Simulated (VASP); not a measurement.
## Si in VASP 6.6.1, single-point calculation

INCAR

```
ISIF = 2
NBANDS = 11
LWAVE = .FALSE.
ISMEAR = -1
NSW = 0
ENCUT = 520
PREC = Accurate
GGA = PE
LREAL = .TRUE.
NELM = 120
SIGMA = 0.02
IBRION = -1
LASPH = .TRUE.
EDIFF = 1E-7
LCHARG = .FALSE.
```

KPOINTS

```
KPOINTS created by Atomic Simulation Environment
0
Gamma
8 8 8
0 0 0
```

POSCAR

```
Si
 1.0000000000000000
     0.0000000000000000    2.6948977067000000    2.7414422942000001
     2.6948977067000000    0.0000000000000000    2.7414422942000001
     2.6948977067000000    2.6948977067000000    0.0000000000000000
 Si
   2
Cartesian
  0.0000000000000000  0.0000000000000000  0.0000000000000000
  1.3474488533500000  1.3474488533500000  1.3707211471000000
```

The recommended PBE PAW datasets give the neutral cell 8 valence electrons.

Command

```
mpirun -np 1 vasp_std
```

OSZICAR

```
N       E                     dE             d eps       ncg     rms          rms(c)
DAV:   1     0.669589983076E+01    0.66959E+01   -0.32269E+03  1298   0.564E+02
DAV:   2    -0.104316433797E+02   -0.17128E+02   -0.16114E+02  1718   0.830E+01
DAV:   3    -0.110143684085E+02   -0.58273E+00   -0.58107E+00  1690   0.128E+01
DAV:   4    -0.110185978517E+02   -0.42294E-02   -0.42291E-02  1527   0.139E+00
DAV:   5    -0.110186388752E+02   -0.41024E-04   -0.41023E-04  1648   0.128E-01    0.492E+00
DAV:   6    -0.108910408430E+02    0.12760E+00   -0.73275E-02  1436   0.111E+00    0.300E+00
DAV:   7    -0.108330517787E+02    0.57989E-01   -0.14024E-01  1483   0.165E+00    0.189E-01
DAV:   8    -0.108343106554E+02   -0.12589E-02   -0.60661E-03  1474   0.422E-01    0.815E-02
DAV:   9    -0.108345137767E+02   -0.20312E-03   -0.19339E-04  1632   0.855E-02    0.600E-02
DAV:  10    -0.108345388111E+02   -0.25034E-04   -0.21389E-05  1528   0.267E-02    0.570E-03
DAV:  11    -0.108345393869E+02   -0.57582E-06   -0.21062E-06  1580   0.753E-03    0.329E-03
DAV:  12    -0.108345395125E+02   -0.12555E-06   -0.43243E-07  1477   0.413E-03    0.203E-03
DAV:  13    -0.108345395570E+02   -0.44542E-07   -0.43874E-09   937   0.447E-04
   1 F= -.10834540E+02 E0= -.10834540E+02  d E =-.160025E-07
```

Standard output (part)

```
POSCAR found type information on POSCAR Si
 POSCAR found :  1 types and       2 ions
|     You have a (more or less) 'small supercell' and for smaller cells       |
|     it is recommended to use the reciprocal-space projection scheme!        |
|     The real-space optimization is not efficient for small cells and it     |
|     is also less accurate ...                                               |
|     Therefore, set LREAL=.FALSE. in the INCAR file.                         |
|     The real-space projection scheme for the treatment of the non-local     |
|     real-space optimization of all non-local projectors! BE WARNED that     |
|     a calculation using the real-space projection scheme together with      |
|     non-local projectors which were not real-space optimized (according     |
|     to the plane-wave cutoff used in this calculation) might give more      |
|     or less inaccurate results. I hope you know what you are doing.         |
 LDA part: xc-table for (Slater+PW92), standard interpolation
 POSCAR, INCAR and KPOINTS ok, starting setup
 WAVECAR not read
 entering main loop
```

From OUTCAR

```
k-points           NKPTS =     59   k-points in BZ     NKDIM =     59   number of bands    NBANDS=     11

   NELECT =       8.0000    total number of electrons

   dimension x,y,z NGX =    30 NGY =   30 NGZ =   28
   dimension x,y,z NGXF=    60 NGYF=   60 NGZF=   56

  energy-cutoff  :      520.00
  volume of cell :       39.82
      direct lattice vectors                 reciprocal lattice vectors
     0.000000000  2.694897707  2.741442294    -0.185535799  0.185535799  0.182385747
     2.694897707  0.000000000  2.741442294     0.185535799 -0.185535799  0.182385747
     2.694897707  2.694897707  0.000000000     0.185535799  0.185535799 -0.182385747

 k-points in reciprocal lattice and weights: KPOINTS created by Atomic Simulation Env
   0.00000000  0.00000000  0.00000000       0.002
   0.12500000  0.00000000  0.00000000       0.016
   0.25000000  0.00000000  0.00000000       0.016
   0.37500000  0.00000000  0.00000000       0.016
   0.50000000  0.00000000  0.00000000       0.008
   0.12500000  0.12500000  0.00000000       0.004
   0.25000000  0.12500000  0.00000000       0.016
   0.37500000  0.12500000  0.00000000       0.016
   ...

 E-fermi :   6.1759

 k-point     1 :       0.0000    0.0000    0.0000
  band No.  band energies     occupation
      1      -6.1117      2.00000
      2       5.8021      2.00000
      3       5.9256      1.99999
      4       5.9257      1.99999
      5       8.4323      0.00000
      6       8.4324      0.00000
      7       8.4942      0.00000
      8       9.3183      0.00000
      9      13.4476      0.00000
     10      13.7633      0.00000
     11      13.8665      0.00000

 k-point     2 :       0.1250    0.0000    0.0000
  band No.  band energies     occupation
      1      -5.9065      2.00000
      2       4.2845      2.00000
      3       5.5469      2.00000
      4       5.6432      2.00000
      5       8.3990      0.00000
      6       8.8635      0.00000
      7       8.8991      0.00000
      8      10.6486      0.00000
      9      12.9985      0.00000
     10      13.2459      0.00000
     11      14.6563      0.00000

 k-point     3 :       0.2500    0.0000    0.0000
  band No.  band energies     occupation
      1      -5.3078      2.00000
      2       1.9500      2.00000
      3       5.0583      2.00000
      4       5.1866      2.00000
      5       7.9276      0.00000
      6       9.3771      0.00000
      7       9.4191      0.00000
      8      12.8325      0.00000
      9      13.0633      0.00000
     10      13.1195      0.00000
     11      14.9072      0.00000

 k-point     4 :       0.3750    0.0000    0.0000
  band No.  band energies     occupation
      1      -4.4088      2.00000
      2      -0.0789      2.00000
      3       4.7171      2.00000
      4       4.8724      2.00000
      5       7.5616      0.00000
      6       9.2857      0.00000
      7       9.3952      0.00000
      8      13.7836      0.00000
      9      14.4336      0.00000
     10      14.5099      0.00000
     11      15.6404      0.00000

 k-point     5 :       0.5000    0.0000    0.0000
  band No.  band energies     occupation
      1      -3.7657      2.00000
      2      -1.1078      2.00000
      3       4.5998      2.00000
      4       4.7657      2.00000
      5       7.4323      0.00000
      6       9.1683      0.00000
      7       9.2886      0.00000
      8      13.6237      0.00000
      9      16.3554      0.00000
     10      16.5340      0.00000
     11      17.1563      0.00000

 ...

  Total        0.7530662      0.7530662      0.2930326      0.0000000     -0.0000000      0.0000000
  in kB       30.3005202     30.3005202     11.7905164      0.0000000     -0.0000000      0.0000000
  external PRESSURE =      24.1305189 kB  Pullay stress =       0.0000000 kB

 POSITION                                       TOTAL-FORCE (eV/Angst)
 -----------------------------------------------------------------------------------
      0.00000      0.00000      0.00000        -0.000000     -0.000000      0.000000
      1.34745      1.34745      1.37072         0.000000      0.000000     -0.000000
 -----------------------------------------------------------------------------------
    total drift:                               -0.000000     -0.000000     -0.000000

  FREE ENERGIE OF THE ION-ELECTRON SYSTEM (eV)
  ---------------------------------------------------
  free  energy   TOTEN  =       -10.8345395570 eV

  energy  without entropy=      -10.8345395410  energy(sigma->0) =      -10.83453955
```

It converged. Results: gap between bands v and c on the k mesh 0.51 eV; least direct gap on the k mesh 2.51 eV; pressure 2.4 GPa. Band v is the last that the valence electrons fill when counted band by band, and c is the next.

For comparison, a separate PBE run of the intended cell, on usual settings and not on those above, gives a gap of 0.51 eV on its mesh and a pressure of 2.5 GPa.

The run above took about 36 s on one core of a shared host (Intel Xeon Platinum 8488C) and held 0.16 GiB at most.
